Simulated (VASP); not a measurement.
# S2SiH2 in VASP: reference runs

Aim: a first look at S2SiH2 with PBE, on the cell as given.

All numbers are computed with VASP 6.6.1; they aren't measurements. Logs are shortened: lines on timing, memory, paths and dates and some standing lists are left out, and cuts for length are marked.

## (1) The structure

The cell holds a molecule in a box, 5 atoms: a = 13.000 Å, b = 12.000 Å, c = 11.000 Å, α = 90.00°, β = 90.00°, γ = 90.00°.

## (2) Single point, PBE

The input, INCAR:

```
PREC = Accurate
ENCUT = 520
EDIFF = 1E-7
ISMEAR = 0
SIGMA = 0.01
LREAL = F
LASPH = T
NELM = 80
ALGO = Normal
ISIF = 2
LWAVE = F
LCHARG = F
GGA = PE
NBANDS = 17
```

The input, KPOINTS:

```
regular mesh
0
Gamma
  1 1 1
```

The input, POSCAR:

```
SiH2S2
1.0
   13.0000000000      0.0000000000      0.0000000000
    0.0000000000     12.0000000000      0.0000000000
    0.0000000000      0.0000000000     11.0000000000
S Si H
2 1 2
Direct
    0.4548153800      0.4133041700      0.4580227300
    0.6138307700      0.5917291700      0.5739681800
    0.4537000000      0.5793625000      0.5288409100
    0.3537384600      0.4117708300      0.4322136400
    0.6482615400      0.4907958300      0.5393045500
```

Potentials or basis: VASP PAW PBE potentials, release 64 (S, Si, H).

Command:

```bash
cat potpaw_PBE.64/S/POTCAR potpaw_PBE.64/Si/POTCAR potpaw_PBE.64/H/POTCAR > POTCAR
mpirun -np 1 vasp_gam > vasp.out
```

OUTCAR:

```text
PREC = Accurate
   ENCUT = 520
   EDIFF = 1E-7
   ISMEAR = 0
   LREAL = F
   LASPH = T
   NELM = 80
   ISIF = 2
   GGA = PE

 ion  position               nearest neighbor table
   1  0.455  0.413  0.458-   4 1.34   3 2.14
   2  0.614  0.592  0.574-   5 1.35   3 2.15
   3  0.454  0.579  0.529-   1 2.14   2 2.15
   4  0.354  0.412  0.432-   1 1.34
   5  0.648  0.491  0.539-   2 1.35

  LATTYP: Found a simple orthorhombic cell.
 ALAT       =    11.0000000000
 B/A-ratio  =     1.0909090909
 C/A-ratio  =     1.1818181818

  Lattice vectors:

 A1 = (   0.0000000000,   0.0000000000, -11.0000000000)
 A2 = (   0.0000000000,  12.0000000000,   0.0000000000)
 A3 = (  13.0000000000,   0.0000000000,   0.0000000000)

Analysis of symmetry for initial positions (statically):
=====================================================================
 Subroutine PRICEL returns:
 Original cell was already a primitive cell.

 Routine SETGRP: Setting up the symmetry group for a
 simple orthorhombic supercell.

 Subroutine GETGRP returns: Found  1 space group operations
 (whereof  1 operations were pure point group operations)
 out of a pool of  8 trial point group operations.

The static configuration has the point symmetry C_1 .

Analysis of symmetry for dynamics (positions and initial velocities):
=====================================================================
 Subroutine PRICEL returns:
 Original cell was already a primitive cell.

 Routine SETGRP: Setting up the symmetry group for a
 simple orthorhombic supercell.

 Subroutine GETGRP returns: Found  1 space group operations
 (whereof  1 operations were pure point group operations)
 out of a pool of  8 trial point group operations.

The dynamic configuration has the point symmetry C_1 .

 Subroutine INISYM returns: Found  1 space group operations
 (whereof  1 operations are pure point group operations),
 and found     1 'primitive' translations

----------------------------------------------------------------------------------------

                                     Primitive cell

  volume of cell :    1716.0000

  direct lattice vectors                    reciprocal lattice vectors
    13.000000000  0.000000000  0.000000000     0.076923077  0.000000000  0.000000000
     0.000000000 12.000000000  0.000000000     0.000000000  0.083333333  0.000000000
     0.000000000  0.000000000 11.000000000     0.000000000  0.000000000  0.090909091

  length of vectors
    13.000000000 12.000000000 11.000000000     0.076923077  0.083333333  0.090909091

  position of ions in fractional coordinates (direct lattice)
     0.454815380  0.413304170  0.458022730
     0.613830770  0.591729170  0.573968180
     0.453700000  0.579362500  0.528840910
     0.353738460  0.411770830  0.432213640
     0.648261540  0.490795830  0.539304550

  ion indices of the primitive-cell ions
   primitive index   ion index
                 1           1
                 2           2
                 3           3
                 4           4
                 5           5

----------------------------------------------------------------------------------------

 KPOINTS: regular mesh

Automatic generation of k-mesh.
 Grid dimensions read from file:
 generate k-points for:    1    1    1

 Generating k-lattice:

  Cartesian coordinates                     Fractional coordinates (reciprocal lattice)
     0.076923077  0.000000000  0.000000000     1.000000000  0.000000000  0.000000000
     0.000000000  0.083333333  0.000000000     0.000000000  1.000000000  0.000000000
     0.000000000  0.000000000  0.090909091     0.000000000  0.000000000  1.000000000

  Length of vectors
     0.076923077  0.083333333  0.090909091

  Shift w.r.t. Gamma in fractional coordinates (k-lattice)
     0.000000000  0.000000000  0.000000000

 Subroutine IBZKPT returns following result:
 ===========================================

 Found      1 irreducible k-points:

 Following reciprocal coordinates:
            Coordinates               Weight
  0.000000  0.000000  0.000000      1.000000
   k-points           NKPTS =      1   k-points in BZ     NKDIM =      1   number of bands    NBANDS=     17
   number of dos      NEDOS =    301   number of ions     NIONS =      5
   total plane-waves  NPLWV = 740880
   dimension x,y,z NGX =    98 NGY =   90 NGZ =   84
   dimension x,y,z NGXF=   196 NGYF=  180 NGZF=  168
   ions per type =               2   1   2
   NGX,Y,Z   is equivalent  to a cutoff of  12.53, 12.47, 12.70 a.u.
   NGXF,Y,Z  is equivalent  to a cutoff of  25.06, 24.94, 25.39 a.u.
 SYSTEM =  unknown system
   PREC   = accura    normal or accurate (medium, high low for compatibility)
   ISTART =      0    job   : 0-new  1-cont  2-samecut
   ICHARG =      2    charge: 1-file 2-atom 10-const
   ISPIN  =      1    spin polarized calculation?
   LNONCOLLINEAR =      F non collinear calculations
   LSORBIT =      F    spin-orbit coupling
   LASPH  =      T    aspherical Exc in radial PAW
   ENCUT  =  520.0 eV  38.22 Ry    6.18 a.u.  24.17 22.31 20.45*2*pi/ulx,y,z
   NELM   =     80;   NELMIN=  2; NELMDL= -5     # of ELM steps
   EDIFF  = 0.1E-06   stopping-criterion for ELM
   LREAL  =      F    real-space projection
   EDIFFG = 0.1E-05   stopping-criterion for IOM
   NSW    =      0    number of steps for IOM
   IBRION =     -1    ionic relax: 0-MD 1-quasi-New 2-CG
   NFREE  =      0    steps in history (QN), initial steepest desc. (CG)
   ISIF   =      2    stress and relaxation
   ISYM   =      2    0-nonsym 1-usesym 2-fastsym
   POTIM  = 0.5000    time-step for ionic-motion
   TEBEG  =    0.0;   TEEND  =   0.0 temperature during run
   PSTRESS=    0.0 pullay stress
   NELECT =      18.0000    total number of electrons
   NUPDOWN=      -1.0000    fix difference up-down
   EMIN   =  10.00;   EMAX   =-10.00  energy-range for DOS
   EFERMI =   0.00;   METHOD = LEGACY
   ISMEAR =     0;   SIGMA  =   0.01  broadening in eV -4-tet -1-fermi 0-gaus
   EFERMI_NEDOS =   21; number of points for ismear=-14 and -15
   IALGO  =     38    algorithm
   IMIX   =      4    mixing-type and parameters
     AMIX     =   0.40;   BMIX     =  1.00
     AMIX_MAG =   1.60;   BMIX_MAG =  1.00
  volume/ion in A,a.u.               =     343.20      2316.03
  Fermi-wavevector in a.u.,A,eV,Ry     =   0.358366  0.677213  1.747343  0.128426
  Thomas-Fermi vector in A             =   1.276489
   LORBIT       =      0    0 simple, 1 ext, 2 COOP (PROOUT), +10 PAW based schemes
   GGA     = PE    functional components
   LHFCALC =     F    Hartree Fock is set to
   AEXX    =    0.0000 exact exchange contribution
   IVDW    =     0    specifies the selected vdW correction
   LEPSILON=     F    determine dielectric tensor
   LRPA    =     F    only Hartree local field effects (RPA)
 non-spin polarized calculation
 Gauss-broadening in eV      SIGMA  =   0.01
  energy-cutoff  :      520.00
  volume of cell :     1716.00
 maximum number of plane-waves:     23131
 NGX is ok and might be reduce to    98
   NGX = 49   NGY = 45   NGZ = 41

 number of electron      18.0000000 magnetization

 Free energy of the ion-electron system (eV)
  ---------------------------------------------------
  ext. energy  EPLUGINS =         0.00000000
  ---------------------------------------------------
  free energy    TOTEN  =       -20.45795502 eV

  energy without entropy =      -20.45795502  energy(sigma->0) =      -20.45795502

 E-fermi :  -5.6891     XC(G=0):  -0.9294

 val. band max:       -5.7476557026   @ k =   0.0000   0.0000   0.0000
 cond. band min:      -2.6056513545   @ k =   0.0000   0.0000   0.0000
 fundamental gap:      3.1420043481
 Fermi energy:        -5.6890999441

 k-point     1 :       0.0000    0.0000    0.0000
  band No.  band energies     occupation
      1     -18.6001      2.00000
      2     -17.8020      2.00000
      3     -11.8233      2.00000
      4     -10.5104      2.00000
      5      -9.1512      2.00000
      6      -7.6049      2.00000
      7      -7.2604      2.00000
      8      -6.2398      2.00000
      9      -5.7477      2.00000
     10      -2.6057      0.00000
     11      -1.1082      0.00000
     12      -0.6527      0.00000
     13      -0.3083      0.00000
     14       0.2402      0.00000
     15       0.3763      0.00000
     16       0.6976      0.00000
     17       0.7882      0.00000

------------------------ aborting loop because EDIFF is reached ----------------------------------------

  FORCE on cell =-STRESS in cart. coord.  units (eV):
  Direction    XX          YY          ZZ          XY          YZ          ZX
  --------------------------------------------------------------------------------------
  -------------------------------------------------------------------------------------
  Total        0.7888528      0.6310427      0.0982220     -0.0081099      0.2644515      0.1723262
  in kB        0.7365280      0.5891855      0.0917069     -0.0075719      0.2469103      0.1608958
  external PRESSURE =       0.4724735 kB  Pullay stress =       0.0000000 kB

 VOLUME and BASIS-vectors are now :
 -----------------------------------------------------------------------------
  energy-cutoff  :      520.00
  volume of cell :     1716.00
      direct lattice vectors                 reciprocal lattice vectors
    13.000000000  0.000000000  0.000000000     0.076923077  0.000000000  0.000000000
     0.000000000 12.000000000  0.000000000     0.000000000  0.083333333  0.000000000
     0.000000000  0.000000000 11.000000000     0.000000000  0.000000000  0.090909091

 POSITION                                       TOTAL-FORCE (eV/Angst)
 -----------------------------------------------------------------------------------
      5.91260      4.95965      5.03825         0.164110     -0.225276     -0.053426
      7.97980      7.10075      6.31365         0.185453      0.207501      0.120582
      5.89810      6.95235      5.81725        -0.240725      0.197229      0.026381
      4.59860      4.94125      4.75435        -0.186856     -0.004655     -0.041475
      8.42740      5.88955      5.93235         0.078017     -0.174799     -0.052062
 -----------------------------------------------------------------------------------
    total drift:                               -0.000004      0.000096     -0.000016

  FREE ENERGIE OF THE ION-ELECTRON SYSTEM (eV)
  ---------------------------------------------------
  free  energy   TOTEN  =       -20.4579550177 eV

  energy  without entropy=      -20.4579550177  energy(sigma->0) =      -20.45795502
```

Wall time 2 min (1 thread of Intel Xeon 6975P-C (Granite Rapids), shared host); peak memory 1.2 GiB.

What came out:

```yaml
Free_energy: -20.4580 eV
Largest_force: 0.312 eV/Å
Gap_between_the_frontier_levels: 3.14 eV
```

Forces in eV/Å, atoms in the order of the input:
```
S    0.164 -0.225 -0.053
S    0.185  0.208  0.121
Si  -0.241  0.197  0.026
H   -0.187 -0.005 -0.041
H    0.078 -0.175 -0.052
```
